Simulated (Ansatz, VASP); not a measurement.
## KF: VASP beside Ansatz

The input INCAR:

```
PREC     = Accurate       # precision mode
ENCUT    = 520            # plane-wave cutoff, eV
EDIFF    = 1E-6           # SCF threshold, eV
ISMEAR   = 0              # smearing method
SIGMA    = 0.05           # smearing width, eV
LREAL    = False          # projectors in reciprocal space
LASPH    = True           # aspherical terms in the spheres
NELM     = 80             # most SCF steps
ALGO     = Normal         # electronic algorithm
ISIF     = 2              # what is computed and relaxed
LWAVE    = False          # write WAVECAR
LCHARG   = False          # write CHGCAR
NBANDS   = 15             # bands
```

File KPOINTS:

```
regular mesh
0
Gamma
  8 8 8
```

Contents of POSCAR:

```
KF
1.0
    3.2589550000      0.0000000000      0.0000000000
    0.0000000000      3.2589550000      0.0000000000
    0.0000000000      0.0000000000      3.2589550000
K F
1 1
Direct
    0.0000000000     -0.1380810720      0.0000000000
    0.5000000000      0.5000000000      0.5000000000
```

Input for Ansatz:

```yaml
crystal:
  lattice:
    - [3.258955, 0.0, 0.0]
    - [0.0, 3.258955, 0.0]
    - [0.0, 0.0, 3.258955]
  atoms:
    - { symbol: K, position: [0.0, -0.138081072, 0.0] }
    - { symbol: F, position: [0.5, 0.5, 0.5] }
basis:
  ecutwfc: 420
kpoints:
  mp_grid: { grid: [8, 8, 8] }
hamiltonian:
  xc: lda
scf:
  occupations: { method: gaussian, width: 0.05 }
output:
  forces: true
  stress: true
  eigenvalues: true
  write_density: true
  write_potential: true
  elf: true
  volumetric_format: npy
```

Alike in both runs: task single point; functional LDA; k mesh 8 × 8 × 8; occupations gaussian, width 0.05 eV; no spin polarisation.

|  | VASP | Ansatz |
| --- | --- | --- |
| version | VASP 6.6.1 | Ansatz 0.2.0 |
| potentials or method | VASP PAW LDA potentials, release 64 (K_sv, F) | scalar-relativistic, plane waves, PAW |
| plane-wave cutoff (eV) | 520 | 420 |
| valence electrons in the cell | 16 | 16 |

Ansatz gave:

* gap on the k mesh at the Fermi level (eV): 5.92
* least direct gap on the mesh (eV): 5.97
* pressure (GPa): -3.3
* largest component of the traceless stress (GPa): 0.21
* rms of the force components (eV/Å): 0.117

Problem. Which values does VASP return?

Solution. gap on the k mesh at the Fermi level (eV): 5.91; least direct gap on the mesh (eV): 5.96; pressure (GPa): -3.2; largest component of the traceless stress (GPa): 0.12; rms of the force components (eV/Å): 0.132.

Atom by atom the forces differ by 0.015 eV/Å (rms over components).

A k mesh can miss the band edges.
